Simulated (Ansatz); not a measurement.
**TiO2: Pb on a Ti site**

All numbers are calculated (PBE, no spin polarisation, no spin-orbit coupling; Ansatz, PAW set soft_2, 420 eV, k-mesh 2×2×2 shifted by half a step), not measured.

The relaxed host crystal (Kohn–Sham gap 2.12 eV):

```yaml
crystal:
  lattice:
    - [-1.89960, 1.89960, 4.84887]
    - [1.89960, -1.89960, 4.84887]
    - [1.89960, 1.89960, -4.84887]
  atoms:
    - { symbol: Ti, position: [0.00000, 0.00000, 0.00000] }
    - { symbol: Ti, position: [0.75000, 0.25000, 0.50000] }
    - { symbol: O, position: [0.95648, 0.45648, 0.50000] }
    - { symbol: O, position: [0.20648, 0.20648, 0.00000] }
    - { symbol: O, position: [0.54352, 0.04352, 0.50000] }
    - { symbol: O, position: [0.79352, 0.79352, 0.00000] }
```

Supercell of 30 atoms, rows of the matrix [[-1,0,-2],[0,-2,-1],[-1,1,1]] times the cell vectors; Pb on a Ti site at (0.000, 0.000, 0.000) in fractions of the cell above. Atoms are relaxed at the host's cell.

Distances from the Pb atom (Å), by shell of the perfect crystal:

| shell | perfect crystal | relaxed, charge 0 |
| --- | --- | --- |
| 6 O | 1.96 (1.95 to 2.00) | 2.12 (2.09 to 2.17) |

| charge | gap of the cell on the mesh (eV) | carriers |
| --- | --- | --- |
| 0 | 2.46 | none in the bands |

On this mesh the host's own supercell has a gap of 2.32 eV.

Formation energy of the neutral defect: 7.92 eV, taking atoms from and to the elements' standard states (no corrections for gases), so it belongs to those chemical potentials alone.

Relaxed cell at charge 0:

```
TiO2 Pb_Ti charge 0
1.0
    -1.8996   -5.6988    4.8489
    -5.6988    1.8996   -4.8489
     5.6988   -1.8996   -4.8489
Pb Ti O
1 9 20
Direct
  0.4000 0.8000 0.6000
  0.0041 0.9987 0.0044
  0.1943 0.3956 0.7997
  0.7959 0.6003 0.1946
  0.6057 0.2054 0.4013
  0.5016 0.2629 0.7549
  0.0920 0.4387 0.1371
  0.2984 0.8533 0.9613
  0.9000 0.0500 0.3500
  0.7080 0.6451 0.5467
  0.4935 0.0626 0.5388
  0.1030 0.2412 0.9437
  0.3065 0.6453 0.7690
  0.9000 0.8411 0.1411
  0.6970 0.4407 0.3381
  0.4000 0.5766 0.3766
  0.0035 0.7876 0.7947
  0.1996 0.2032 0.5901
  0.7965 0.3912 0.9840
  0.6004 0.9905 0.2036
  0.4975 0.4563 0.9593
  0.0762 0.6310 0.3374
  0.3025 0.0619 0.1588
  0.9000 0.2589 0.5589
  0.7238 0.8612 0.7547
  0.4000 0.0234 0.8234
  0.9870 0.1964 0.1968
  0.1929 0.6053 0.0088
  0.8130 0.8099 0.4095
  0.6071 0.4160 0.6124
```

Caveats: semilocal functionals make gaps too small, which shifts levels too; small supercell, so energies and levels can be off by tenths of an eV; the atoms kept the symmetry of the start, so a distorted state could lie lower.

Lead substitutes for titanium as an essentially isovalent cation: the neutral cell has a gap and no carriers, as expected for Pb(IV) with an empty 6s shell. The main structural response is one of size. The surrounding oxygens move outward, taking the mean Pb–O distance from 1.96 to 2.12 Å, because Pb(IV) is considerably larger than Ti(IV).

The gap of 2.46 eV, against 2.32 eV for the host supercell, gives no sign of an empty Pb 6s–O 2p antibonding state splitting off well below the Ti 3d conduction band. The small increase probably reflects the interruption of the Ti 3d network and local strain at this high dopant concentration, and is not evidence of a wider optical gap in dilute material.

Much of the 7.92 eV formation energy probably reflects the exchange of strong Ti–O bonding for weaker Pb–O bonding, with titanium returned to the metal, rather than lattice strain alone. Whether the site can trap electrons by reduction towards Pb(II) remains open, since only the neutral state was computed.
